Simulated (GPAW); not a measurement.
Crystal: GaN.

```
Ga N
1.0
     3.18000    0.00000    0.00000
    -1.59000    2.75396    0.00000
     0.00000    0.00000    5.16600
Ga N
2 2
Direct
  0.66667 0.33333 0.50000
  0.33333 0.66667 0.00000
  0.66667 0.33333 0.87500
  0.33333 0.66667 0.37500
```

```yaml
Program: GPAW 26.7.0
Task: relaxation of cell and atoms
Functional: RPBE
Dispersion: D3
Potentials_or_basis: the program's PAW data sets (release 1.2.1) made for this functional
Cutoff: 800 eV
Basis: pw
k_mesh: 7 × 7 × 4
Occupations: fermi-dirac, width 0.05 eV
Spin: no spin polarisation
```

At the start: pressure 14.1 GPa; volume 11.31 Å³/atom.

Where does the relaxation end?

Over 6 steps the energy falls by 35.4 meV/atom and the volume is 12.09 Å³/atom (+6.9 %); space group P6_3mc (No. 186, to 0.05 Å).

The path:
```tsv
step	energy change (eV)	largest force (eV/Å)	pressure (GPa)	volume (Å³)
1	0.0000	0.1571	14.13	45.24
2	-0.0422	0.0676	11.55	45.73
3	-0.1378	0.1123	1.35	48.00
4	-0.1407	0.0771	0.22	48.29
5	-0.1414	0.0337	-0.08	48.37
6	-0.1415	0.0059	-0.07	48.36
```

Final structure:
```cif
data_structure
_symmetry_space_group_name_H-M 'P 1'
_symmetry_Int_Tables_number 1
_cell_length_a 3.2487
_cell_length_b 3.2487
_cell_length_c 5.2910
_cell_angle_alpha 90.000
_cell_angle_beta 90.000
_cell_angle_gamma 120.000
_cell_volume 48.36
loop_
_atom_site_label
_atom_site_type_symbol
_atom_site_fract_x
_atom_site_fract_y
_atom_site_fract_z
_atom_site_occupancy
Ga1 Ga 0.66667 0.33333 0.49923 1
Ga2 Ga 0.33333 0.66667 0.99923 1
N1 N 0.66667 0.33333 0.87576 1
N2 N 0.33333 0.66667 0.37575 1
```

Caveat: the data sets keep Ga 3d, Li 1s and Be 1s frozen, and some such compounds lay over 1.5 % in volume off other programs; later steps reuse the first step's grids.
